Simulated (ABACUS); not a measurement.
# HfO2 (P1) in ABACUS: convergence with wavefunction cutoff

Aim: find how far wavefunction cutoff must go before the results for HfO2 settle, at PBE. This setting moves, with any that are tied to it; all else stays.

Everything below comes from runs of ABACUS 3.10.1. Logs are shortened: lines on timing, memory, paths and dates and some standing lists are left out, and cuts for length are marked.

### 1 The cell of the first run

The typed cell holds 3 atoms: a = 3.617 Å, b = 3.617 Å, c = 3.617 Å, α = 60.00°, β = 60.00°, γ = 60.00°.

The cell isn't the ideal one: atoms moved at random.

### 2 With wavefunction cutoff 46 Ry

INPUT reads:

```
INPUT_PARAMETERS
suffix              HfO2
calculation         scf
basis_type          pw
pseudo_dir          ./
symmetry            1
dft_functional      pbe
ecutwfc             46
pseudo_rcut         7
nspin               1
nbands              23
ks_solver           dav
smearing_method     fd
smearing_sigma      0.00734986
scf_thr             1e-08
scf_nmax            100
mixing_type         broyden
mixing_beta         0.7
cal_force           1
cal_stress          1
kpar                4
```

STRU reads:

```
ATOMIC_SPECIES
Hf 178.4900 Hf.upf
O 15.9990 O.upf

LATTICE_CONSTANT
1.8897261246

LATTICE_VECTORS
0.0000000000 2.5575000000 2.5575000000
2.5575000000 0.0000000000 2.5575000000
2.5575000000 2.5575000000 0.0000000000

ATOMIC_POSITIONS
Direct

Hf
0.0
1
-0.0024370000 0.0060050000 -0.0066780000 1 1 1

O
0.0
2
0.7489000000 0.7484920000 0.7478830000 1 1 1
0.2524790000 0.2469300000 0.2463810000 1 1 1
```

KPT reads:

```
K_POINTS
0
Gamma
6 6 6 0 0 0
```

Potentials or basis: PseudoDojo NC SR 0.5 PBE stringent, plane waves.

Launch:

```bash
> OMP_NUM_THREADS=1 mpirun -np 4 abacus > log
```

running log:

```text
ABACUS v3.10.1

               Atomic-orbital Based Ab-initio Computation at UStc

 ------------------------------------------------------------------------------------

 READING GENERAL INFORMATION
                           global_out_dir = OUT.HfO2/
                           global_in_card = INPUT
                               pseudo_dir = ./
                              orbital_dir =
                                    DSIZE = 4
                                    GSIZE = 1

 READING UNITCELL INFORMATION
                                    ntype = 2
                  lattice constant (Bohr) = 1.88973
              lattice constant (Angstrom) = 1

 READING ATOM TYPE 1
                               atom label = Hf
                      L=0, number of zeta = 1
                      L=1, number of zeta = 1
                      L=2, number of zeta = 1
             number of atom for this type = 1

 READING ATOM TYPE 2
                               atom label = O
                      L=0, number of zeta = 1
                      L=1, number of zeta = 1
                      L=2, number of zeta = 1
             number of atom for this type = 2

                        TOTAL ATOM NUMBER = 3
DIRECT COORDINATES
    atom                   x                   y                   z     mag                  vx                  vy                  vz
taud_Hf1            0.9975630000        0.0060050000        0.9933220000  0.0000        0.0000000000        0.0000000000        0.0000000000
taud_O1            0.7489000000        0.7484920000        0.7478830000  0.0000        0.0000000000        0.0000000000        0.0000000000
taud_O2            0.2524790000        0.2469300000        0.2463810000  0.0000        0.0000000000        0.0000000000        0.0000000000

                          Volume (Bohr^3) = 225.774
                             Volume (A^3) = 33.4562

 Lattice vectors: (Cartesian coordinate: in unit of a_0)
                   +0             +2.5575             +2.5575
              +2.5575                  +0             +2.5575
              +2.5575             +2.5575                  +0
 Reciprocal vectors: (Cartesian coordinate: in unit of 2 pi/a_0)
            -0.195503           +0.195503           +0.195503
            +0.195503           -0.195503           +0.195503
            +0.195503           +0.195503           -0.195503
 The esolver type has been set to : ksdft_pw

                PAO radial cut off (Bohr) = 7

 Read in pseudopotential file is Hf.upf
                     pseudopotential type = NC
          exchange-correlation functional = PBE
                 nonlocal core correction = 1
                        valence electrons = 26
                                     lmax = 3
                           number of zeta = 5
                     number of projectors = 8
                           L of projector = 0
                           L of projector = 0
                           L of projector = 1
                           L of projector = 1
                           L of projector = 2
                           L of projector = 2
                           L of projector = 3
                           L of projector = 3
                PAO radial cut off (Bohr) = 7

[... 163 lines left out ...]
 Hf non-local projectors:
 projector 1 L=0
 projector 2 L=0
 projector 3 L=1
 projector 4 L=1
 projector 5 L=2
 projector 6 L=2
 projector 7 L=3
 projector 8 L=3
 O non-local projectors:
 projector 1 L=0
 projector 2 L=0
 projector 3 L=1
 projector 4 L=1
 projector 5 L=2
      TOTAL NUMBER OF NONLOCAL PROJECTORS = 58

 Init Non-Local PseudoPotential table :
 Init Non-Local-Pseudopotential done.

                                     npwx = 1243

 Make real space PAO into reciprocal space.
       max mesh points in Pseudopotential = 701
     dq(describe PAO in reciprocal space) = 0.01
                                    max q = 818

 number of pseudo atomic orbitals for Hf is 5
WARNING: norm of atomic wavefunction # 4 of atomic type Hf is 0.996016, renormalized
WARNING: norm of atomic wavefunction # 5 of atomic type Hf is 0.993002, renormalized

 number of pseudo atomic orbitals for O is 2
WARNING: norm of atomic wavefunction # 2 of atomic type O is 0.999977, renormalized

 -------------------------------------------
 SELF-CONSISTENT
 -------------------------------------------
                                 init_chg = atomic

 PW ALGORITHM --------------- ION=   1  ELEC=   1--------------------------------

 Density error is 91.3110957148
                          Error Threshold = 0.01
----------------------------------------------------------
     Energy           Rydberg                 eV
----------------------------------------------------------
 E_KohnSham     -544.5594649426      -7409.1116230507
 E_Harris       -766.5168335874      -10428.9965497060
 E_Fermi        2.0711758613         28.1797932742
----------------------------------------------------------
[... 363 lines left out ...]
 Density error is 1.24142901608e-09
                          Error Threshold = 3.7360079223e-11
----------------------------------------------------------
     Energy           Rydberg                 eV
----------------------------------------------------------
 E_KohnSham     -599.1870002100      -8152.3573703838
 E_KS(sigma->0) -599.1864877187      -8152.3503975810
 E_Harris       -599.1869024571      -8152.3560403867
 E_band         1.8889274187         25.7001760021
 E_one_elec     -265.2987490087      -3609.5746587899
 E_Hartree      173.4059659191       2359.3092036934
 E_xc           -92.6195647969       -1260.1538275177
 E_Ewald        -414.6736273408      -5641.9241421641
 E_entropy(-TS) -0.0010249827        -0.0139456055
 E_descf        0.0000000000         0.0000000000
 E_exx          0.0000000000         0.0000000000
 E_Fermi        1.2125506753         16.4975982975
----------------------------------------------------------

 charge density convergence is achieved
 final etot is -8152.3573704 eV
 EFERMI = 16.497598298 eV

 STATE ENERGY(eV) AND OCCUPATIONS    NSPIN == 1
 1/28 kpoint (Cartesian) = 0.0000 0.0000 0.0000 (1243 pws)
       1       -65.5596     0.00925926
       2       -26.9702     0.00925926
       3       -26.9692     0.00925926
       4       -26.9650     0.00925926
       5       -4.20337     0.00925926
       6       -1.45247     0.00925926
[... 140 lines left out ...]
      22        20.9671    7.19358e-22
      23        20.9835    6.10305e-22

[... levels at 22 further k points ...]

------------------------------------------------------------------------------------------
 TOTAL-FORCE (eV/Angstrom)
------------------------------------------------------------------------------------------
                       Hf1         0.0815863193        -0.1184256227         0.0955295293
                        O1        -0.0858453506         0.0902716056        -0.0024732646
                        O2         0.0042590313         0.0281540172        -0.0930562646
------------------------------------------------------------------------------------------

----------------------------------------------------------------
 TOTAL-STRESS (KBAR)
----------------------------------------------------------------
    -39024.2421371661         0.8742955560         0.1540899455
         0.8742955560    -39023.9634861109        -0.1693010178
         0.1540899454        -0.1693010178    -39024.1585564714
----------------------------------------------------------------
 TOTAL-PRESSURE: -39024.121393 KBAR

 --------------------------------------------
 !FINAL_ETOT_IS -8152.3573703837791982 eV
 --------------------------------------------
```

stdout:

```text
ABACUS v3.10.1

               Atomic-orbital Based Ab-initio Computation at UStc

%%%%%%%%%%%%%%%%%%%%%%%%%%%%%%%%%%%%%%%%%%%%%%%%%%%%%%%%%%%%%%%%%%%%%%%%%%%%%%%%%%%%%%%%%%%%%%%%%%%%%%%%%
[... 59 lines left out ...]
 TOTAL-STRESS (KBAR)
----------------------------------------------------------------
    -39024.2421371661         0.8742955560         0.1540899455
         0.8742955560    -39023.9634861109        -0.1693010178
         0.1540899454        -0.1693010178    -39024.1585564714
----------------------------------------------------------------
 TOTAL-PRESSURE: -39024.121393 KBAR
```

Run time: 35 s. Hardware: 4 MPI ranks of Intel Xeon 6975P-C (Granite Rapids), shared host; peak memory 0.32 GiB.

What came out:

```yaml
Free_energy: -8152.3574 eV
Pressure: -3902.4 GPa
Largest_force: 0.173 eV/Å
Band_gap_on_the_k_mesh: none (metal or under the smearing width)
```

### 3 With wavefunction cutoff 59 Ry

Edit INPUT of step 2 so:

```diff
@@ -7,3 +7,3 @@
 dft_functional      pbe
-ecutwfc             46
+ecutwfc             59
 pseudo_rcut         7
```

STRU is that of step 2.

KPT is that of step 2.

Potentials or basis: PseudoDojo NC SR 0.5 PBE stringent, plane waves.

Launch:

```bash
> OMP_NUM_THREADS=1 mpirun -np 4 abacus > log
```

Run time: 21 s. Hardware: 4 MPI ranks of Intel Xeon 6975P-C (Granite Rapids), shared host; peak memory 0.36 GiB.

What came out:

```yaml
Free_energy: -8423.8981 eV
Pressure: -2925.3 GPa
Largest_force: 0.106 eV/Å
Band_gap_on_the_k_mesh: 3.11 eV, direct
```

### 4 With wavefunction cutoff 73 Ry

Edit INPUT of step 3 so:

```diff
@@ -7,3 +7,3 @@
 dft_functional      pbe
-ecutwfc             59
+ecutwfc             73
 pseudo_rcut         7
```

STRU is that of step 3.

KPT is that of step 3.

Launch:

```bash
> OMP_NUM_THREADS=1 mpirun -np 4 abacus > log
```

It took 28 s on 4 MPI ranks of Intel Xeon 6975P-C (Granite Rapids), shared host; peak memory 0.44 GiB.

What came out:

```
Free energy            : -8572.5808 eV
Pressure               : -1513.2 GPa
Largest force          : 0.110 eV/Å
Band gap on the k mesh : 3.55 eV, direct
```

### 5 With wavefunction cutoff 92 Ry

Edit INPUT of step 4 so:

```diff
@@ -7,3 +7,3 @@
 dft_functional      pbe
-ecutwfc             73
+ecutwfc             92
 pseudo_rcut         7
```

STRU is that of step 4.

KPT is that of step 4.

Launch:

```bash
> OMP_NUM_THREADS=1 mpirun -np 4 abacus > log
```

Run time: 30 s. Hardware: 4 MPI ranks of Intel Xeon 6975P-C (Granite Rapids), shared host; peak memory 0.52 GiB.

Results:

| Property | Result |
| --- | --- |
| Free energy | -8632.4598 eV |
| Pressure | -297.0 GPa |
| Largest force | 0.119 eV/Å |
| Band gap on the k mesh | 3.71 eV, direct |

### 6 With wavefunction cutoff 112 Ry

Edit INPUT of step 5 so:

```diff
@@ -7,3 +7,3 @@
 dft_functional      pbe
-ecutwfc             92
+ecutwfc             112
 pseudo_rcut         7
```

STRU is that of step 5.

KPT is that of step 5.

Potentials or basis: PseudoDojo NC SR 0.5 PBE stringent, plane waves.

Launch:

```bash
> OMP_NUM_THREADS=1 mpirun -np 4 abacus > log
```

Wall time 44 s (4 MPI ranks of Intel Xeon 6975P-C (Granite Rapids), shared host); peak memory 0.64 GiB.

Results (log left out):

- Free energy: -8639.1115 eV
- Pressure: -17.5 GPa
- Largest force: 0.124 eV/Å
- Band gap on the k mesh: 3.73 eV, direct

### 7 With wavefunction cutoff 132 Ry

Edit INPUT of step 6 so:

```diff
@@ -7,3 +7,3 @@
 dft_functional      pbe
-ecutwfc             112
+ecutwfc             132
 pseudo_rcut         7
```

STRU is that of step 6.

KPT is that of step 6.

Launch:

```bash
> OMP_NUM_THREADS=1 mpirun -np 4 abacus > log
```

Wall time 55 s (4 MPI ranks of Intel Xeon 6975P-C (Granite Rapids), shared host); peak memory 0.76 GiB.

Results (log left out):

| Property | Result |
| --- | --- |
| Free energy | -8639.2829 eV |
| Pressure | -3.2 GPa |
| Largest force | 0.124 eV/Å |
| Band gap on the k mesh | 3.73 eV, direct |

### 8 With wavefunction cutoff 158 Ry

Edit INPUT of step 7 so:

```diff
@@ -7,3 +7,3 @@
 dft_functional      pbe
-ecutwfc             132
+ecutwfc             158
 pseudo_rcut         7
```

STRU is that of step 7.

KPT is that of step 7.

Launch:

```bash
> OMP_NUM_THREADS=1 mpirun -np 4 abacus > log
```

Wall time 96 s (4 MPI ranks of Intel Xeon 6975P-C (Granite Rapids), shared host); peak memory 0.92 GiB.

The run converged. Its results:

| Quantity | Value |
| --- | --- |
| Free energy | -8639.2841 eV |
| Pressure | -3.2 GPa |
| Largest force | 0.124 eV/Å |
| Band gap on the k mesh | 3.73 eV, direct |

### 9 With wavefunction cutoff 198 Ry

Edit INPUT of step 8 so:

```diff
@@ -7,3 +7,3 @@
 dft_functional      pbe
-ecutwfc             158
+ecutwfc             198
 pseudo_rcut         7
```

STRU is that of step 8.

KPT is that of step 8.

Potentials or basis: PseudoDojo NC SR 0.5 PBE stringent, plane waves.

Launch:

```bash
> OMP_NUM_THREADS=1 mpirun -np 4 abacus > log
```

Wall time 92 s (4 MPI ranks of Intel Xeon 6975P-C (Granite Rapids), shared host); peak memory 1.2 GiB.

It converged, with:

| Property | Result |
| --- | --- |
| Free energy | -8639.2847 eV |
| Pressure | -3.2 GPa |
| Largest force | 0.124 eV/Å |
| Band gap on the k mesh | 3.73 eV, direct |

### 10 The series at a glance

```tsv
wavefunction cutoff	energy less the tightest run, at zero smearing (meV/atom)	pressure (GPa)	largest force (eV/Å)	gap on the mesh (eV)	SCF cycles	CPU time (s)
46 Ry	162311.42	-3902.41	0.173	0.000	32	140
59 Ry	71795.53	-2925.26	0.106	3.112	12	82
73 Ry	22234.62	-1513.18	0.110	3.553	11	110
92 Ry	2274.95	-296.98	0.119	3.712	9	120
112 Ry	57.73	-17.51	0.124	3.726	11	180
132 Ry	0.58	-3.20	0.124	3.726	11	220
158 Ry	0.20	-3.18	0.124	3.726	11	380
198 Ry	0.00	-3.18	0.124	3.726	11	370
```

Against the tightest run, the energy stays within 1 meV/atom from 132 Ry on; the pressure stays within 0.1 GPa from 132 Ry on; the largest force stays within 0.005 eV/Å from 112 Ry on; the gap on the mesh stays within 0.01 eV from 112 Ry on. The tightest run that finished is the yardstick and may itself not be fully converged.

Caveats: spin-orbit coupling is left out, which moves the levels of the heavy elements.
